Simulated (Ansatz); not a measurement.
**TiCo3 in Ansatz: the effect of functional**

Crystal: TiCo3.

```
Co Ti
1.0
     3.57100    0.00000    0.00000
     0.00000    3.57100    0.00000
     0.00000    0.00000    3.57100
Co Ti
3 1
Cartesian
  1.7855 1.7855 0.0000
  1.7855 0.0000 1.7855
  0.0000 1.7855 1.7855
  0.0000 0.0000 0.0000
```

Alike in all runs:

| Item | Value |
| --- | --- |
| Program | Ansatz 0.2.0 |
| Task | projected density of states |
| Potentials or basis | Ansatz PAW |
| k mesh | 4 × 4 × 4 |
| Occupations | fermi-dirac, width 0.05 eV |
| Spin | collinear spin, ferromagnetic start |
| Starting moments | [2.0, 2.0, 2.0, 1.0] μB |

```tsv
functional	cutoff	pressure (GPa)
PBEsol	420 eV (not typed: the program's choice for these potentials)	-8.6
r2SCAN	500 eV (not typed: the program's choice for these potentials)	?
HSE06	420 eV (not typed: the program's choice for these potentials)	12.0
PBE0	420 eV (not typed: the program's choice for these potentials)	11.8
r2SCAN0	500 eV (not typed: the program's choice for these potentials)	13.3
```

Q: What does the run with functional r2SCAN give?

A: Pressure 3.3 GPa.

Caveats: all runs use coarse meshes; the PAW data sets come from PBE, with cores solved anew for the run's functional, which leaves a small shift of forces and pressure; the starting moments weren't kept; the magnetic or orbital state may not be the lowest (some runs); the thresholds are loose for stress (some runs).
